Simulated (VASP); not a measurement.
Here is a VASP 6.6.1 calculation.

The input POSCAR:

```
Re
1.0
    1.4738134971     -4.8327801848      0.0000000000
    1.4738134971      4.8327801848      0.0000000000
    0.0000000000      0.0000000000      4.4290755125
Re
4
Direct
    0.1400878729      0.8599121271      1.0000013557
    0.6400878729      0.3599121271      0.4999986443
    0.8599121271      0.1400878729     -0.0000013557
    0.3599121271      0.6400878729      0.5000013557
```

The input INCAR.step1:

```
ALGO = Normal
EDIFF = 1E-4
ENCUT = 520
GGA = PE
ISMEAR = 0
LASPH = T
LCHARG = F
LREAL = F
LWAVE = T
NBANDS = 22
NELM = 100
PREC = Accurate
SIGMA = 0.1
```

INCAR.step2

```
ALGO = Normal
EDIFF = 1E-6
ENCUT = 520
ISIF = 2
ISMEAR = 0
ISTART = 1
LASPH = T
LCHARG = F
LMIXTAU = T
LREAL = F
LWAVE = F
METAGGA = R2SCAN
NBANDS = 22
NELM = 100
PREC = Accurate
SIGMA = 0.1
```

The input KPOINTS:

```
k-points
0
Gamma
  6 6 4
```

Potentials or basis: VASP PAW PBE potentials, release 64 (Re).

Launch:

```bash
$ cat potpaw_PBE.64/Re/POTCAR > POTCAR
$ cp INCAR.step1 INCAR
$ mpirun -np 1 vasp_std > vasp.out
$ cp INCAR.step2 INCAR
$ mpirun -np 1 vasp_std > vasp.out
```

Task: What does it give for the band gap on the k mesh?

Result: None (metal or under the smearing width).

Task: Predict the pressure.

Result: -0.1 GPa.

Forces on the atoms (eV/Å):
```
Re   0.000  0.021  0.000
Re   0.000  0.021  0.000
Re   0.000 -0.021  0.000
Re   0.000 -0.021  0.000
```

Caveat: the k mesh is coarse (spacing up to 0.37 Å⁻¹), so the values aren't converged; the PAW data sets were made with another functional, which shifts forces and pressure a little. The run has no spin-orbit coupling, so splittings on Re are missing.
